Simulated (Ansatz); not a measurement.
Crystal: Bi.

```
Bi
1.0
     4.65841    0.00000    0.00000
     0.00000    4.52639    0.00000
    -0.34597    0.00000    6.51195
Bi
4
Direct
  0.25137 0.25000 0.74873
  0.74863 0.75000 0.25127
  0.24989 0.25000 0.24888
  0.75011 0.75000 0.75112
```

Base run:

```yaml
Program: Ansatz 0.2.0
Functional: LDA
Potentials_or_basis: all-electron LAPW, scalar-relativistic
Cutoff: 171 eV
Density_cutoff: 683 eV
Basis_error_allowed: 0.002 eV/atom
k_mesh: 6 × 6 × 4
Occupations: fermi-dirac, width 0.05 eV
Spin: no spin polarisation
```

Its results: pressure -2.6 GPa.

Question: After a change of settings the same cell gave: pressure 1.2 GPa. Which change was it?
A. functional from LDA to PBEsol
B. functional from LDA to PBEsol; basis error allowed from 0.002 eV/atom to 0.001 eV/atom
C. functional from LDA to PBE

Answer: C.

PBE binds less tightly than LDA, so the same cell stands under more pressure.

Not every run made on this cell is shown here.
